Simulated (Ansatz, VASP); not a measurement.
## Two plane-wave programs on Zr4B

```xyz
5
Lattice="5.0249 0.0000 0.0000 0.0000 5.0249 0.0000 0.0000 0.0000 5.0249" Properties=species:S:1:pos:R:3 pbc="T T T"
Zr    2.5125    2.5125    2.5125
Zr    0.0000    2.5125    2.5125
Zr    2.5125    0.0000    2.5125
Zr    2.5125    2.5125    0.0000
B     0.0000    0.0000    0.0000
```

Change from the starting cell: species swapped into the Mn4N type (Pm-3m, No. 221).

Alike in both runs: functional PBE; k mesh 8 × 8 × 8; occupations gaussian, width 0.1 eV; no spin polarisation.

Ansatz relaxed the structure, and its values are those at the end. VASP's run is a single point on that final structure, the one shown.

|  | VASP | Ansatz |
| --- | --- | --- |
| version | VASP 6.6.1 | Ansatz 0.2.0 |
| potentials or method | VASP PAW PBE potentials, release 64 (Zr_sv, B) | scalar-relativistic, plane waves, PAW |
| plane-wave cutoff (eV) | 520 | 420 |
| valence electrons in the cell | 51 | 51 |

```tsv
	VASP	Ansatz	Ansatz less VASP
gap on the k mesh at the Fermi level (eV)	none	none	-
pressure (GPa)	0.1	0.0	-0.15
```

A gap of «none» marks a metal or a gap that the smearing closes. With one functional, cell and mesh, what is left measures potentials, basis and numerics.
